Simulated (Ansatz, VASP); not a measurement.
One calculation of LiF, two programs

```
Li F
1.0
     2.51466    0.00000    0.00000
     0.00000    2.51466    0.00000
     0.00000    0.00000    2.51466
Li F
1 1
Direct
  0.00000 0.00000 0.00000
  0.50000 0.50000 0.50000
```

Alike in both runs: task single point; functional PBE; k mesh 10 × 10 × 10; occupations gaussian, width 0.02 eV; no spin polarisation.

```csv
,VASP,Ansatz
version,VASP 6.6.1,Ansatz 0.2.0
potentials or method,"VASP PAW PBE potentials, release 64 (Li_sv, F)","scalar-relativistic, plane waves, PAW"
plane-wave cutoff (eV),520,420
valence electrons in the cell,10,10
```

```csv
,VASP,Ansatz,Ansatz less VASP
gap on the k mesh at the Fermi level (eV),7.96,7.95,-0.013
least direct gap on the mesh (eV),8.69,8.67,-0.014
```

The functional is the same, so the differences come from potentials, cutoffs and numerics.

 A k mesh can miss the band edges.
